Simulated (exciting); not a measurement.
Set up this calculation in exciting (release sodium), as the native input.

- Task: single point
- Functional: PBE
- Potentials or basis: all-electron LAPW+lo, shipped species files, valence relativity iora*
- rgkmax: 9
- k mesh: 12 × 11 × 12
- Occupations: fermi-dirac, width 0.05 eV
- Spin: no spin polarisation
- gmaxvr (cutoff of density and potential): 14 1/bohr
- lmaxapw (and lmaxmat): 10
- lmaxvr: 8
- nempty: 12
- Valence relativity: iora*
- epsengy: 1e-05 Ha
- epspot: 1e-05 Ha
- maxscl: 60
- Muffin-tin radii: Mo 2.3 bohr

The system is Mo.

```
CELL_PARAMETERS angstrom
0.15753 2.01904 1.91183
2.12473 -0.02640 2.09576
2.02995 2.10820 0.06838
ATOMIC_POSITIONS crystal
Mo 0.00000 0.00000 0.00000
```

This isn't the form of Mo at room conditions, which is bcc.

These files were run (other wordings do the same):

input.xml

```xml
<input>
  <title>Mo</title>
  <structure speciespath="./" tshift="false">
    <crystal scale="1">
      <basevect>0.297689803632 3.815441402994 3.612836797597</basevect>
      <basevect>4.015149492878 -0.049881248580 3.960407849808</basevect>
      <basevect>3.836055707191 3.983918669518 0.129212537107</basevect>
    </crystal>
    <species speciesfile="Mo.xml" rmt="2.3">
      <atom coord="0.000000000000 0.000000000000 0.000000000000"/>
    </species>
  </structure>
  <groundstate do="fromscratch" ngridk="12 11 12" rgkmax="9" gmaxvr="14" lmaxapw="10" lmaxmat="10" lmaxvr="8" xctype="GGA_PBE" stype="Fermi Dirac" swidth="0.00183747" nempty="12" ValenceRelativity="iora*" epsengy="1e-05" epspot="1e-05" maxscl="60" tforce="true" outputlevel="normal"/>
  <properties>
    <chargedensityplot>
      <plot3d>
        <box grid="14 15 15">
          <origin coord="0 0 0"/>
          <point coord="1 0 0"/>
          <point coord="0 1 0"/>
          <point coord="0 0 1"/>
        </box>
      </plot3d>
    </chargedensityplot>
    <elfplot>
      <plot3d>
        <box grid="14 15 15">
          <origin coord="0 0 0"/>
          <point coord="1 0 0"/>
          <point coord="0 1 0"/>
          <point coord="0 0 1"/>
        </box>
      </plot3d>
    </elfplot>
    <exccplot>
      <plot3d>
        <box grid="14 15 15">
          <origin coord="0 0 0"/>
          <point coord="1 0 0"/>
          <point coord="0 1 0"/>
          <point coord="0 0 1"/>
        </box>
      </plot3d>
    </exccplot>
  </properties>
</input>
```

Potentials or basis: all-electron LAPW+lo, shipped species files, valence relativity iora*.

Command:

```console
$ OMP_NUM_THREADS=1 exciting_smp
```

It gave:

```yaml
Band_gap_on_the_k_mesh: none (metal or under the smearing width)
All_electrons_inside_the_program's_atomic_spheres: Mo 39.59 (radii Mo 2.3 bohr)
```

Caveat: the log's total energy holds no entropy term; the free energy is that total less TS from the occupations.

Run time: 3.9 min on 1 thread of Intel(R) Xeon(R) Platinum 8259CL CPU @ 2.50GHz (Skylake/Cascade Lake), on a shared host, peak memory 0.11 GiB.
